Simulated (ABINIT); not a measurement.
Runs of ABINIT 10.8.3 (patched build) on TiTe2. The structure is trigonal, space group P-3m1 (No. 164). Conventional cell: a = 3.777 Å, b = 3.777 Å, c = 6.498 Å, α = 90.00°, β = 90.00°, γ = 120.00°. Around Te (site symmetry 3m) lie 3 Ti at 2.77 Å. Around Ti (site symmetry -3m) lie 6 Te at 2.77 Å. 

```csv
task,level,potentials or basis,k mesh,cutoff (eV),fine-grid cutoff,mesh quality,gap on the mesh (eV),pressure (GPa),largest force (eV/Å)
single point,PBEsol,JTH PAW PBE v2.0,10 × 10 × 5,408,816.342 eV,not flagged,none,-2.0,0.08
single point,LDA,JTH PAW LDA v2.0,10 × 10 × 5,408,816.342 eV,not flagged,none,-3.9,(a)
single point,PBEsol,JTH PAW PBE v2.0,3 × 3 × 2,408,816.342 eV,coarse,none,-1.6,(b)
band structure,HCTH407,JTH PAW PBE v2.0,8 × 8 × 4,408,816.342 eV,not flagged,none,2.8,0.29
single point,r2SCAN,JTH PAW PBE v2.0,3 × 3 × 2,490,979.61 eV,coarse,none,0.6,0.19
```

Alike in all rows: no spin polarisation; cell as given; smearing fermi-dirac 0.05 eV.

Question: Estimate the missing entries.

Answer: (a) 0.27; (b) 0.18.

Caveats: some runs use coarse meshes; the PAW data sets were made with another functional, which shifts forces and pressure a little (some runs); this functional lacks dispersion, which binds the layers, so the pressure and a relaxed spacing across them are unreliable (some runs); spin-orbit coupling is left out, which moves the levels of the heavy elements (some runs).

A k mesh can miss the band edges, and the runs leave out spin-orbit coupling on Te.

A gap of «none» marks a metal or a gap under the smearing width.

Runs at the PBE level aren't shown here.
